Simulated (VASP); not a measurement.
# TePb (Pm-3m) in VASP: further runs

One crystal, TePb, is run at these levels: PBE+D3(BJ); tasks: single point.

Program: VASP 6.6.1. These are calculated values, not measurements. Logs are shortened: lines on timing, memory, paths and dates and some standing lists are left out, and cuts for length are marked.

## 1. The structure

The structure is cubic, space group Pm-3m (No. 221). The conventional cell has a = 4.002 Å, b = 4.002 Å, c = 4.002 Å, α = 90.00°, β = 90.00°, γ = 90.00°. Around Te (site symmetry m-3m) lie 8 Pb at 3.47 Å. Around Pb (site symmetry m-3m) lie 8 Te at 3.47 Å.

Measurements of this composition are mostly on another form, of space group No. 225.

## 2. Single point, PBE+D3(BJ)

Contents of INCAR:

```
PREC     = Accurate       # precision mode
ENCUT    = 520            # plane-wave cutoff, eV
EDIFF    = 1E-7           # SCF threshold, eV
ISMEAR   = 0              # smearing method
SIGMA    = 0.15           # smearing width, eV
LREAL    = F              # projectors in reciprocal space
LASPH    = T              # aspherical terms in the spheres
NELM     = 60             # most SCF steps
ALGO     = Fast           # electronic algorithm
ISIF     = 2              # what is computed and relaxed
LWAVE    = F              # write WAVECAR
LCHARG   = T              # write CHGCAR
GGA      = PE             # functional
IVDW     = 12             # dispersion correction
LELF     = T              # ELF
LVHAR    = T            
NBANDS   = 17             # bands
```

Contents of KPOINTS:

```
Automatic mesh
0
Gamma
  12 12 12
```

Contents of POSCAR:

```
TePb
1.0
    4.0022870000      0.0000000000      0.0000000000
    0.0000000000      4.0022870000      0.0000000000
    0.0000000000      0.0000000000      4.0022870000
Te Pb
1 1
Direct
    0.5000000000      0.5000000000      0.5000000000
    0.0000000000      0.0000000000      0.0000000000
```

Potentials or basis: VASP PAW PBE potentials, release 64 (Te, Pb_d).

On the command line:

```console
$ cat potpaw_PBE.64/Te/POTCAR potpaw_PBE.64/Pb_d/POTCAR > POTCAR
$ mpirun -np 1 vasp_std > vasp.out
```

OUTCAR:

```text
PREC = Accurate
   ENCUT = 520
   EDIFF = 1E-7
   ISMEAR = 0
   LREAL = F
   LASPH = T
   NELM = 60
   ISIF = 2
   GGA = PE
   IVDW = 12
 IVDW          = 12

 ion  position               nearest neighbor table
   1  0.500  0.500  0.500-   2 3.47   2 3.47   2 3.47   2 3.47   2 3.47   2 3.47   2 3.47   2 3.47

   2  0.000  0.000  0.000-   1 3.47   1 3.47   1 3.47   1 3.47   1 3.47   1 3.47   1 3.47   1 3.47

  LATTYP: Found a simple cubic cell.
 ALAT       =     4.0022870000

  Lattice vectors:

 A1 = (   4.0022870000,   0.0000000000,   0.0000000000)
 A2 = (   0.0000000000,   4.0022870000,   0.0000000000)
 A3 = (   0.0000000000,   0.0000000000,   4.0022870000)

Analysis of symmetry for initial positions (statically):
=====================================================================
 Subroutine PRICEL returns:
 Original cell was already a primitive cell.

 Routine SETGRP: Setting up the symmetry group for a
 simple cubic supercell.

 Subroutine GETGRP returns: Found 48 space group operations
 (whereof 48 operations were pure point group operations)
 out of a pool of 48 trial point group operations.

The static configuration has the point symmetry O_h .

Analysis of symmetry for dynamics (positions and initial velocities):
=====================================================================
 Subroutine PRICEL returns:
 Original cell was already a primitive cell.

 Routine SETGRP: Setting up the symmetry group for a
 simple cubic supercell.

 Subroutine GETGRP returns: Found 48 space group operations
 (whereof 48 operations were pure point group operations)
 out of a pool of 48 trial point group operations.

The dynamic configuration has the point symmetry O_h .

 Subroutine INISYM returns: Found 48 space group operations
 (whereof 48 operations are pure point group operations),
 and found     1 'primitive' translations

----------------------------------------------------------------------------------------

                                     Primitive cell

  volume of cell :      64.1098

  direct lattice vectors                    reciprocal lattice vectors
     4.002287000  0.000000000  0.000000000     0.249857144  0.000000000  0.000000000
     0.000000000  4.002287000  0.000000000     0.000000000  0.249857144  0.000000000
     0.000000000  0.000000000  4.002287000     0.000000000  0.000000000  0.249857144

  length of vectors
     4.002287000  4.002287000  4.002287000     0.249857144  0.249857144  0.249857144

  position of ions in fractional coordinates (direct lattice)
     0.500000000  0.500000000  0.500000000
     0.000000000  0.000000000  0.000000000

  ion indices of the primitive-cell ions
   primitive index   ion index
                 1           1
                 2           2

----------------------------------------------------------------------------------------

 KPOINTS: Automatic mesh

Automatic generation of k-mesh.
 Grid dimensions read from file:
 generate k-points for:   12   12   12

 Generating k-lattice:

  Cartesian coordinates                     Fractional coordinates (reciprocal lattice)
     0.020821429  0.000000000  0.000000000     0.083333333  0.000000000  0.000000000
     0.000000000  0.020821429  0.000000000     0.000000000  0.083333333  0.000000000
     0.000000000  0.000000000  0.020821429     0.000000000  0.000000000  0.083333333

  Length of vectors
     0.020821429  0.020821429  0.020821429

  Shift w.r.t. Gamma in fractional coordinates (k-lattice)
     0.000000000  0.000000000  0.000000000

 Subroutine IBZKPT returns following result:
 ===========================================

 Found     84 irreducible k-points:

 Following reciprocal coordinates:
            Coordinates               Weight
  0.000000  0.000000  0.000000      1.000000
  0.083333  0.000000  0.000000      6.000000
  0.166667  0.000000  0.000000      6.000000
  0.250000  0.000000  0.000000      6.000000
  0.333333  0.000000  0.000000      6.000000
  0.416667  0.000000  0.000000      6.000000
[... 16 lines left out ...]
  0.333333  0.333333  0.000000     12.000000
  0.416667  0.333333  0.000000     24.000000
 [... further k-points ...]
   k-points           NKPTS =     84   k-points in BZ     NKDIM =     84   number of bands    NBANDS=     17
   number of dos      NEDOS =    301   number of ions     NIONS =      2
   total plane-waves  NPLWV =  27000
   dimension x,y,z NGX =    30 NGY =   30 NGZ =   30
   dimension x,y,z NGXF=    60 NGYF=   60 NGZF=   60
   ions per type =               1   1
   NGX,Y,Z   is equivalent  to a cutoff of  12.46, 12.46, 12.46 a.u.
   NGXF,Y,Z  is equivalent  to a cutoff of  24.92, 24.92, 24.92 a.u.
 SYSTEM =  unknown system
   PREC   = accura    normal or accurate (medium, high low for compatibility)
   ISTART =      0    job   : 0-new  1-cont  2-samecut
   ICHARG =      2    charge: 1-file 2-atom 10-const
   ISPIN  =      1    spin polarized calculation?
   LNONCOLLINEAR =      F non collinear calculations
   LSORBIT =      F    spin-orbit coupling
   LASPH  =      T    aspherical Exc in radial PAW
   ENCUT  =  520.0 eV  38.22 Ry    6.18 a.u.   7.44  7.44  7.44*2*pi/ulx,y,z
   NELM   =     60;   NELMIN=  2; NELMDL= -5     # of ELM steps
   EDIFF  = 0.1E-06   stopping-criterion for ELM
   LREAL  =      F    real-space projection
   EDIFFG = 0.1E-05   stopping-criterion for IOM
   NSW    =      0    number of steps for IOM
   IBRION =     -1    ionic relax: 0-MD 1-quasi-New 2-CG
   NFREE  =      0    steps in history (QN), initial steepest desc. (CG)
   ISIF   =      2    stress and relaxation
   ISYM   =      2    0-nonsym 1-usesym 2-fastsym
   POTIM  = 0.5000    time-step for ionic-motion
   TEBEG  =    0.0;   TEEND  =   0.0 temperature during run
   PSTRESS=    0.0 pullay stress
   NELECT =      20.0000    total number of electrons
   NUPDOWN=      -1.0000    fix difference up-down
   EMIN   =  10.00;   EMAX   =-10.00  energy-range for DOS
   EFERMI =   0.00;   METHOD = LEGACY
   ISMEAR =     0;   SIGMA  =   0.15  broadening in eV -4-tet -1-fermi 0-gaus
   EFERMI_NEDOS =   21; number of points for ismear=-14 and -15
   IALGO  =     68    algorithm
   IMIX   =      4    mixing-type and parameters
     AMIX     =   0.40;   BMIX     =  1.00
     AMIX_MAG =   1.60;   BMIX_MAG =  1.00
  volume/ion in A,a.u.               =      32.05       216.32
  Fermi-wavevector in a.u.,A,eV,Ry     =   1.110307  2.098177 16.773027  1.232783
  Thomas-Fermi vector in A             =   2.246857
   LORBIT       =      0    0 simple, 1 ext, 2 COOP (PROOUT), +10 PAW based schemes
   GGA     = PE    functional components
   LHFCALC =     F    Hartree Fock is set to
   AEXX    =    0.0000 exact exchange contribution
   IVDW    =    12    specifies the selected vdW correction
   LEPSILON=     F    determine dielectric tensor
   LRPA    =     F    only Hartree local field effects (RPA)
 non-spin polarized calculation
 RMM-DIIS sequential band-by-band and
 Gauss-broadening in eV      SIGMA  =   0.15
  energy-cutoff  :      520.00
  volume of cell :       64.11
 maximum number of plane-waves:      1759
 NGX is ok and might be reduce to    30
   NGX = 15   NGY = 15   NGZ = 15

 number of electron      20.0000009 magnetization

 Free energy of the ion-electron system (eV)
  ---------------------------------------------------
  ext. energy  EPLUGINS =         0.00000000
  ---------------------------------------------------
  free energy    TOTEN  =        -7.07484164 eV

  energy without entropy =       -7.06054023  energy(sigma->0) =       -7.06769093

 E-fermi :   6.3005     XC(G=0):  -9.6853

 val. band max:        6.2979619964   @ k =   0.4167   0.3333   0.3333
 cond. band min:       6.3059872422   @ k =   0.5000   0.1667   0.0000
 fundamental gap:      0.0080252458
 Fermi energy:         6.3005439598

 k-point     1 :       0.0000    0.0000    0.0000
  band No.  band energies     occupation
      1     -10.7614      2.00000
      2     -10.7614      2.00000
      3     -10.6788      2.00000
      4     -10.6788      2.00000
      5     -10.6788      2.00000
      6      -5.7827      2.00000
[... 9 lines left out ...]
     16      16.3402      0.00000
     17      17.3995      0.00000

 k-point     2 :       0.0833    0.0000    0.0000
  band No.  band energies     occupation
      1     -10.7612      2.00000
      2     -10.7568      2.00000
      3     -10.6805      2.00000
      4     -10.6805      2.00000
      5     -10.6787      2.00000
      6      -5.7274      2.00000
[... 9 lines left out ...]
     16      16.7766      0.00000
     17      16.9906      0.00000

 k-point     3 :       0.1667    0.0000    0.0000
  band No.  band energies     occupation
      1     -10.7605      2.00000
      2     -10.7441      2.00000
      3     -10.6852      2.00000
      4     -10.6852      2.00000
      5     -10.6784      2.00000
      6      -5.5639      2.00000
[... 9 lines left out ...]
     16      16.1131      0.00000
     17      16.7637      0.00000

 k-point     4 :       0.2500    0.0000    0.0000
  band No.  band energies     occupation
      1     -10.7597      2.00000
      2     -10.7269      2.00000
      3     -10.6915      2.00000
      4     -10.6915      2.00000
      5     -10.6779      2.00000
      6      -5.3016      2.00000
[... 9 lines left out ...]
     16      15.0919      0.00000
     17      16.8582      0.00000
[... 343 lines left out ...]
      1     -10.7361      2.00000
      2     -10.7271      2.00000
      3     -10.7014      2.00000
      4     -10.6879      2.00000
      5     -10.6761      2.00000
      6      -4.1239      2.00000
[... 9 lines left out ...]
     16      15.2008      0.00000
     17      15.7837      0.00000

 k-point    23 :       0.3333    0.3333    0.0000
  band No.  band energies     occupation
      1     -10.7329      2.00000
      2     -10.7283      2.00000
      3     -10.6951      2.00000
      4     -10.6938      2.00000
      5     -10.6793      2.00000
      6      -4.2813      2.00000
[... 9 lines left out ...]
     16      14.4167      0.00000
     17      16.1133      0.00000

 k-point    24 :       0.4167    0.3333    0.0000
  band No.  band energies     occupation
      1     -10.7358      2.00000
      2     -10.7298      2.00000
      3     -10.6986      2.00000
      4     -10.6936      2.00000
      5     -10.6684      2.00000
      6      -4.0400      2.00000
[... 9 lines left out ...]
     16      14.3870      0.00000
     17      15.2972      0.00000

 [... further k-points ...]

------------------------ aborting loop because EDIFF is reached ----------------------------------------

 Edisp (eV)   -0.84431

 E8    (eV) :    -0.4070

  FORCE on cell =-STRESS in cart. coord.  units (eV):
  Direction    XX          YY          ZZ          XY          YZ          ZX
  --------------------------------------------------------------------------------------
  -------------------------------------------------------------------------------------
  Total      -0.71743    -0.71743    -0.71743     0.00000    -0.00000     0.00000
  in kB     -17.92950   -17.92950   -17.92950     0.00000    -0.00000     0.00000
  external pressure =      -17.93 kB  Pullay stress =        0.00 kB

 VOLUME and BASIS-vectors are now :
 -----------------------------------------------------------------------------
  energy-cutoff  :      520.00
  volume of cell :       64.11
      direct lattice vectors                 reciprocal lattice vectors
     4.002287000  0.000000000  0.000000000     0.249857144  0.000000000  0.000000000
     0.000000000  4.002287000  0.000000000     0.000000000  0.249857144  0.000000000
     0.000000000  0.000000000  4.002287000     0.000000000  0.000000000  0.249857144

 POSITION                                       TOTAL-FORCE (eV/Angst)
 -----------------------------------------------------------------------------------
      2.00114      2.00114      2.00114         0.000000      0.000000      0.000000
      0.00000      0.00000      0.00000         0.000000      0.000000      0.000000
 -----------------------------------------------------------------------------------
    total drift:                                0.000000     -0.000000     -0.000000

  FREE ENERGIE OF THE ION-ELECTRON SYSTEM (eV)
  ---------------------------------------------------
  free  energy   TOTEN  =        -7.9191520718 eV

  energy  without entropy=       -7.9048506614  energy(sigma->0) =       -7.91200137
```

It took 47 s on 1 thread of Intel Xeon Platinum 8488C (Sapphire Rapids), shared host; peak memory 0.23 GiB.

What came out:

* Free energy: -7.9192 eV
* Pressure: -1.8 GPa
* Band gap on the k mesh: none (metal or under the smearing width)
* Dispersion energy per atom: -0.422 eV

Caveat: pairwise dispersion overbinds metals, which lowers pressure and volume.

## 3. Single point, PBE+D3(BJ)

Contents of INCAR:

```
SYSTEM = TePb
PREC = Accurate
ENCUT = 520
EDIFF = 1E-6
ISMEAR = 0
SIGMA = 0.15
LREAL = .False.
LASPH = .True.
NELM = 60
ALGO = Fast
ISIF = 2
LWAVE = .False.
LCHARG = .True.
GGA = PE
IVDW = 12
LELF = .True.
LVHAR = .True.
NBANDS = 17
```

Contents of KPOINTS:

```
regular mesh
0
Gamma
  14 14 14
  0 0 0
```

POSCAR is that of step 2.

Potentials or basis: VASP PAW PBE potentials, release 64 (Te, Pb_d).

On the command line:

```console
$ cat potpaw_PBE.64/Te/POTCAR potpaw_PBE.64/Pb_d/POTCAR > POTCAR
$ mpirun -np 1 vasp_std > vasp.out
```

Wall time 61 s (1 thread of Intel Xeon Platinum 8488C (Sapphire Rapids), shared host); peak memory 0.26 GiB.

Results (log left out):

| Quantity | Value |
| --- | --- |
| Free energy | -7.9173 eV |
| Pressure | -1.8 GPa |
| Band gap on the k mesh | none (metal or under the smearing width) |
| Dispersion energy per atom | -0.422 eV |

Levels at points of the mesh, in eV from the Fermi level:
| k point | band 7 | band 8 | band 9 | band 10 | band 11 | band 12 | band 13 | band 14 |
| --- | --- | --- | --- | --- | --- | --- | --- | --- |
| (0.00, 0.00, 0.00) | -6.71 | -1.50 | -1.50 | -1.50 | 4.08 | 4.08 | 5.31 | 5.31 |
| (0.50, 0.00, 0.00) | -8.98 | -0.71 | -0.09 | -0.09 | 0.26 | 2.40 | 2.40 | 5.41 |
| (0.50, 0.50, 0.00) | -7.84 | -4.32 | -4.32 | 0.28 | 3.59 | 3.77 | 3.77 | 6.09 |
| (0.50, 0.50, 0.50) | -7.09 | -2.41 | -2.41 | -2.41 | -0.96 | -0.96 | -0.96 | 13.62 |

Caveat: pairwise dispersion overbinds metals, which lowers pressure and volume. The run has no spin-orbit coupling, so splittings on Pb, Te are missing.
